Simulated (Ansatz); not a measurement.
We consider wurtzite InN, described by PBEsol+SOC in Ansatz (PAW).

Run with plane-wave cutoff 520 eV, 12×12×6 k mesh (along the axes of the cell as run), Fermi–Dirac smearing 0.01 eV, PAW data made under PBE.

Shape and atoms are relaxed at each volume.

Pressure at four volumes; x = ln(V/15.462 Å³). One pressure is withheld.

```csv
V (Å³/atom),x,P (GPa)
14.844,-0.0408,?
15.153,-0.0202,2.88
15.462,0.0000,0.00
16.081,0.0393,-4.87
```

Question: Pass a parabola P(x) through the three rows shown, estimate the bulk modulus and its pressure derivative near zero pressure, and predict the withheld pressure.

Answer: Slopes between the rows: (0.00 − (2.88))/(0.0000 − (-0.0202)) = -142.57 and (-4.87 − (0.00))/(0.0393 − (0.0000)) = -123.92 GPa. Their difference over the span 0.0595 is c = 18.65/0.0595 = 313.4 GPa, so P(x) = 2.88 + (-142.57)(x − (-0.0202)) + 313.4 (x − (-0.0202))(x − (0.0000)). At the middle row B = −dP/dx = −[-142.57 + 313.4 × 0.0202] = 136.2 GPa, and B′ = dB/dP = 2c/B = 4.6. At x = -0.0408 the parabola gives 6.08 GPa; the run gives 6.10 GPa. The Birch–Murnaghan fit to the energies at all volumes has B0 = 136 GPa and B′ = 4.6.

Measured, for comparison: bulk modulus 126 GPa (room temperature, no zero-point or thermal correction; as tabulated in Phys. Rev. B 49, 14 (GaN and InN under pressure), abstract). Computed (rounded) less measured: bulk modulus +8 %. A static lattice is as a rule a little smaller and stiffer than an uncorrected measurement, which can account for part of this.

Note: the gap of the solid is closed in this run; this level leaves the solid without a gap, although one is measured; the bulk modulus comes from volumes at which shape and atoms were relaxed.

Ansatz is an electronic-structure program.
